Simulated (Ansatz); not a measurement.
# NbC: the cost of one run

Computed with Ansatz 0.2.0 (DFT PBE, scalar-relativistic, plane waves, PAW, unless a step's input says otherwise).

5 further runs of the same task are left out: 3 that didn't finish, 2 set aside as unsound or not needed.

## Step 1: The starting structure

Symmetry: Fm-3m, No. 225, cubic system. Conventional cell: a = 4.485 Å, b = 4.485 Å, c = 4.485 Å, α = 90.00°, β = 90.00°, γ = 90.00°. Around Nb (site symmetry m-3m) lie 6 C at 2.24 Å. Around C (site symmetry m-3m) lie 6 Nb at 2.24 Å.

Coordinates:

```cif
data_structure
_symmetry_space_group_name_H-M 'Fm-3m'
_symmetry_Int_Tables_number 225
_cell_length_a 4.4851
_cell_length_b 4.4851
_cell_length_c 4.4851
_cell_angle_alpha 90.000
_cell_angle_beta 90.000
_cell_angle_gamma 90.000
_cell_volume 90.22
loop_
_atom_site_label
_atom_site_type_symbol
_atom_site_symmetry_multiplicity
_atom_site_Wyckoff_symbol
_atom_site_fract_x
_atom_site_fract_y
_atom_site_fract_z
_atom_site_occupancy
Nb1 Nb 4 a 0.00000 0.00000 0.00000 1
C1 C 4 b 0.50000 0.00000 0.00000 1
```

This cell was relaxed beforehand with the same method: volume 11.28 Å³/atom, gap on the mesh none (metal).

## Step 2: Static run: bands, density of states and charges

input.yaml

```yaml
crystal:
  lattice:
    - [0.0, 2.2425431903, 2.2425431903]
    - [2.2425431903, 0.0, 2.2425431903]
    - [2.2425431903, 2.2425431903, 0.0]
  atoms:
    - { symbol: Nb, position: [0.0, 0.0, 0.0] }
    - { symbol: C, position: [0.5, 0.5, 0.5] }
basis:
  ecutwfc: 420
kpoints:
  mp_grid: { grid: [16, 16, 16] }
  band_path:
    path:
      - [[0.0, 0.0, 0.0], [0.5, 0.0, 0.5], [0.625, 0.25, 0.625]]
      - [[0.375, 0.375, 0.75], [0.0, 0.0, 0.0], [0.5, 0.5, 0.5], [0.5, 0.25, 0.75], [0.5, 0.0, 0.5]]
    npoints: 14
hamiltonian:
  xc: pbe
scf:
  occupations: { method: gaussian, width: 0.1 }
  n_extra_bands: 6
output:
  forces: true
  stress: true
  eigenvalues: true
  populations: true
  dos: { projected: true, de: 0.02, nscf_kmesh: { grid: [24, 24, 24] } }
  bader: true
  write_density: true
  write_potential: true
  elf: true
  volumetric_format: npy
```

Launch:

```console
$ ansatz run input.yaml --threads 1 --pin off --max-ram 2560MiB --backend cpu --events-out ev --progress --plain --runs-dir out
```

What time and memory should one allow on 1 thread of Arm Neoverse V1, shared host?

About 20 s, with a peak of 0.33 GiB.
